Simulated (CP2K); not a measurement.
This CP2K 2026.2 run on TiO2 needs a look.

Contents of tio2_scf.inp:

```
&GLOBAL
  PROJECT tio2_scf
  RUN_TYPE ENERGY_FORCE
  PRINT_LEVEL LOW
&END GLOBAL
&FORCE_EVAL
  METHOD QS
  STRESS_TENSOR ANALYTICAL
  &DFT
    BASIS_SET_FILE_NAME BASIS_MOLOPT_UZH
    POTENTIAL_FILE_NAME POTENTIAL_UZH
    &MGRID
      CUTOFF 600
      REL_CUTOFF 5
      NGRIDS 5
    &END MGRID
    &QS
      METHOD GPW
      EPS_DEFAULT 1.0E-9
    &END QS
    &KPOINTS
      SCHEME MONKHORST-PACK 5 4 4
      GAMMA_CENTERED T
      SYMMETRY T
      SYMMETRY_BACKEND SPGLIB
    &END KPOINTS
    &SCF
      SCF_GUESS ATOMIC
      EPS_SCF 1.0E-6
      MAX_SCF 75
      ADDED_MOS 42
      CHOLESKY OFF
      EPS_EIGVAL 1.0E-7
      &DIAGONALIZATION ON
        ALGORITHM STANDARD
      &END DIAGONALIZATION
      &MIXING ON
        METHOD BROYDEN_MIXING
        ALPHA 0.4
        BETA 1.5
        NBUFFER 8
      &END MIXING
      &SMEAR ON
        METHOD FERMI_DIRAC
        ELECTRONIC_TEMPERATURE [K] 580.226
      &END SMEAR
    &END SCF
    &XC
      &XC_FUNCTIONAL PBE
      &END XC_FUNCTIONAL
    &END XC
    &PRINT
      &KPOINTS ON
      &END KPOINTS
      &MULLIKEN ON
      &END MULLIKEN
      &MO ON
        ENERGIES T
        OCCUPATION_NUMBERS T
        &EACH
          QS_SCF 0
        &END EACH
        ADD_LAST NUMERIC
      &END MO
    &END PRINT
  &END DFT
  &SUBSYS
    &CELL
      ABC 4.8126997814 4.8718844600 5.0409949410
      ALPHA_BETA_GAMMA 90.0000000000 99.8560639166 90.0000000000
      PERIODIC XYZ
    &END CELL
    &COORD
      Ti  1.1512900746 0.2572762284 1.0586209776
      Ti  3.2299669825 2.6932184584 1.4246761601
      Ti  2.7985242581 4.6146082316 3.9079732979
      Ti  0.7198473502 2.1786660016 3.5419181154
      O   -0.4275617322 0.8621555668 4.2293368301
      O   3.9459333406 3.2980977968 3.2205545831
      O   4.3773760649 4.0097288932 0.7372574454
      O   0.0038809921 1.5737866632 1.7460396924
      O   1.7406180934 3.6910943005 2.3182664478
      O   2.6406389637 1.2551520705 0.1650306899
      O   2.2091962393 1.1807901595 2.6483278277
      O   1.3091753690 3.6167323895 4.8015635856
    &END COORD
    &KIND Ti
      BASIS_SET DZVP-MOLOPT-PBE-GTH-q12
      POTENTIAL GTH-PBE-q12
    &END KIND
    &KIND O
      BASIS_SET DZVP-MOLOPT-PBE-GTH-q6
      POTENTIAL GTH-PBE-q6
    &END KIND
    &PRINT
      &ATOMIC_COORDINATES ON
      &END ATOMIC_COORDINATES
      &CELL ON
      &END CELL
    &END PRINT
  &END SUBSYS
  &PRINT
    &FORCES ON
    &END FORCES
    &STRESS_TENSOR ON
    &END STRESS_TENSOR
  &END PRINT
&END FORCE_EVAL
```

Potentials or basis: POTENTIAL_UZH Ti GTH-PBE-q12, O GTH-PBE-q6; DZVP-MOLOPT-PBE-GTH basis.

Command:

```console
$ OMP_NUM_THREADS=1 cp2k.psmp -i tio2_scf.inp -o tio2_scf.out
```

tio2_scf.out:

```text

 CP2K| version string:                                       CP2K version 2026.2
 CP2K| Input file name                                              tio2_scf.inp

 GLOBAL| Force Environment number                                              1
 GLOBAL| Basis set file name                                    BASIS_MOLOPT_UZH
 GLOBAL| Potential file name                                       POTENTIAL_UZH
 GLOBAL| MM Potential file name                                     MM_POTENTIAL
 GLOBAL| Coordinate file name                                      __STD_INPUT__
 GLOBAL| Method name                                                        CP2K
 GLOBAL| Project name                                                   tio2_scf
 GLOBAL| Run type                                                   ENERGY_FORCE
 GLOBAL| FFT library                                                       FFTW3
 GLOBAL| Diagonalization library                                       ScaLAPACK
 GLOBAL| Cholesky decomposition library                                ScaLAPACK
 GLOBAL| DGEMM library                                                      BLAS
[... 281 lines left out ...]
 FORCES|      6  2.25910648E+00  7.69424086E+00 -8.21057184E-01   8.06095772E+00
 FORCES|      7  2.68035406E+00 -8.34503711E+00  1.93648771E+00   8.97629807E+00
 FORCES|      8 -2.25910644E+00 -7.69424091E+00  8.21057208E-01   8.06095776E+00
 FORCES|      9 -2.80401005E+00  3.61258477E+00  4.67521375E-01   4.59693565E+00
 FORCES|     10  2.94319614E+00  4.77990873E+00  1.13681910E+00   5.72732823E+00
 FORCES|     11  2.80401016E+00 -3.61258478E+00 -4.67521250E-01   4.59693571E+00
 FORCES|     12 -2.94319629E+00 -4.77990877E+00 -1.13681923E+00   5.72732837E+00
 FORCES| Sum    -4.68741486E-08 -1.06983504E-07 -2.13457745E-08
 FORCES| Total atomic force                                       1.18736254E-07

 STRESS| Analytical stress tensor [bar]
 STRESS|                        x                   y                   z
 STRESS|      x        2.46745067297E+07  -1.56288864174E+06   4.55533756771E+06
 STRESS|      y       -1.56288864174E+06   1.04347778201E+07   6.81435162166E+05
 STRESS|      z        4.55533756771E+06   6.81435162166E+05  -5.69919493967E+06
 STRESS| 1/3 Trace                                             9.80336320338E+06
 STRESS| Determinant                                          -1.69116158058E+21

[... 1 line left out ...]
 STRESS|                        1                   2                   3
[... 1 line left out ...]
 STRESS|      x          -0.147399800410      0.087114802650      0.985233124696
 STRESS|      y          -0.053609845679      0.993945714089     -0.095905692685
 STRESS|      z           0.987623047162      0.066954675733      0.141837188749
```

What happened, and what is wrong with the input?

Self-consistency was reached. The input holds a flaw that was put in on purpose: relative cutoff far too low (rel_cutoff_ry = 5). The program doesn't stop on it, so the numbers can't be trusted though the run ends normally.
